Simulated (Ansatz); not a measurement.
The system is BeTe.

```
Te Be
1.0
     0.00000    2.77000    2.77000
     2.77000    0.00000    2.77000
     2.77000    2.77000    0.00000
Te Be
1 1
Direct
  0.75000 0.75000 0.75000
  0.00000 0.00000 0.00000
```

Base run:

| Item | Value |
| --- | --- |
| Program | Ansatz 0.2.0 |
| Functional | PBE |
| Potentials or basis | Ansatz PAW |
| Cutoff | 350 eV |
| Density cutoff | 1400 eV |
| k mesh | 8 × 8 × 8 |
| Occupations | fermi-dirac, width 0.05 eV |
| Spin | no spin polarisation |

Its results: band gap on the k mesh 1.86 eV, indirect (least direct gap 3.59 eV); pressure 4.3 GPa.

Q: The run is repeated on the same cell with these changes: functional from PBE to LDA; potentials or basis from Ansatz PAW to JTH PAW LDA; cutoff from 350 eV to 990 eV; density cutoff from 1400 eV to 4950 eV; valence electrons from 18 to 10. What comes out?

A: Band gap on the k mesh 1.75 eV, indirect (least direct gap 3.63 eV); pressure 0.7 GPa.

Caveats: spin-orbit coupling is left out, which moves the levels of the heavy elements; the cutoff lies under the one recommended for these potentials (some runs).
